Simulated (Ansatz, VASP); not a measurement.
## Ta in VASP and in Ansatz

File INCAR:

```
PREC = Accurate
ENCUT = 520
EDIFF = 1E-6
ISMEAR = 0
SIGMA = 0.05
LREAL = F
LASPH = T
NELM = 100
ALGO = Normal
ISIF = 2
LWAVE = F
LCHARG = F
GGA = PE
NBANDS = 12
```

The input KPOINTS:

```
Automatic mesh
0
Gamma
  22 22 22
```

The input POSCAR:

```
Ta
1.0
   -1.6510000000      1.6510000000      1.6510000000
    1.6510000000     -1.6510000000      1.6510000000
    1.6510000000      1.6510000000     -1.6510000000
Ta
1
Direct
    0.0000000000      0.0000000000      0.0000000000
```

Input for Ansatz:

```yaml
crystal:
  lattice:
    - [-1.651, 1.651, 1.651]
    - [1.651, -1.651, 1.651]
    - [1.651, 1.651, -1.651]
  atoms:
    - { symbol: Ta, position: [0.0, 0.0, 0.0] }
scf:
  occupations: { method: gaussian, width: 0.05 }
output:
  forces: true
  stress: true
  eigenvalues: true
hamiltonian:
  xc: pbe
basis:
  ecutwfc: 450
kpoints:
  mp_grid: { grid: [22, 22, 22] }
```

Alike in both runs: task single point; functional PBE; k mesh 22 × 22 × 22; occupations gaussian, width 0.05 eV; no spin polarisation.

|  | VASP | Ansatz |
| --- | --- | --- |
| version | VASP 6.6.1 | Ansatz 0.2.0 |
| potentials or method | VASP PAW PBE potentials, release 64 (Ta_pv) | scalar-relativistic, plane waves, PAW |
| plane-wave cutoff (eV) | 520 | 450 |
| valence electrons in the cell | 11 | 13 |

```csv
,VASP,Ansatz,Ansatz less VASP
gap on the k mesh at the Fermi level (eV),none,none,-
pressure (GPa),3.3,3.2,-0.12
```

A gap of «none» marks a metal or a gap that the smearing closes. The two sets of potentials don't hold the same shells in valence.

Spin-orbit coupling is left out, which matters for the levels of Ta.
